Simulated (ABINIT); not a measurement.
The system is Ti.

```xyz
1
Lattice="0.0000 2.0300 2.0300 2.0300 0.0000 2.0300 2.0300 2.0300 0.0000" Properties=species:S:1:pos:R:3 pbc="T T T"
Ti    0.0000    0.0000    0.0000
```

This isn't the form of Ti at room conditions, which is hcp.

```yaml
Program: ABINIT 10.8.3 (patched build)
Task: relaxation of cell and atoms
Functional: LDA
Potentials_or_basis: PseudoDojo NC SR LDA v0.4.1 standard
Cutoff: 1143 eV
k_mesh: 8 × 8 × 8
Occupations: fermi-dirac, width 0.05 eV
Spin: no spin polarisation
```

At the start: pressure -4.9 GPa; volume 16.73 Å³/atom.

**Question.** How do energy, volume and symmetry change on relaxing?

**Answer.** Over 4 steps the energy falls by 11.4 meV/atom and the volume is 16.01 Å³/atom (-4.3 %); space group Fm-3m (No. 225, to 0.05 Å).

The path:
```csv
step,energy change (eV),largest force (eV/Å),pressure (GPa),volume (Å³)
1,0.0000,0.0000,-4.90,16.73
2,-0.0064,0.0000,-3.32,16.48
3,-0.0114,0.0000,0.13,15.99
4,-0.0114,0.0000,0.00,16.01
```

Final structure:
```yaml
crystal:
  lattice:
    - [0.00000, 2.00026, 2.00026]
    - [2.00026, 0.00000, 2.00026]
    - [2.00026, 2.00026, 0.00000]
  atoms:
    - { symbol: Ti, position: [0.00000, 0.00000, 0.00000] }
```
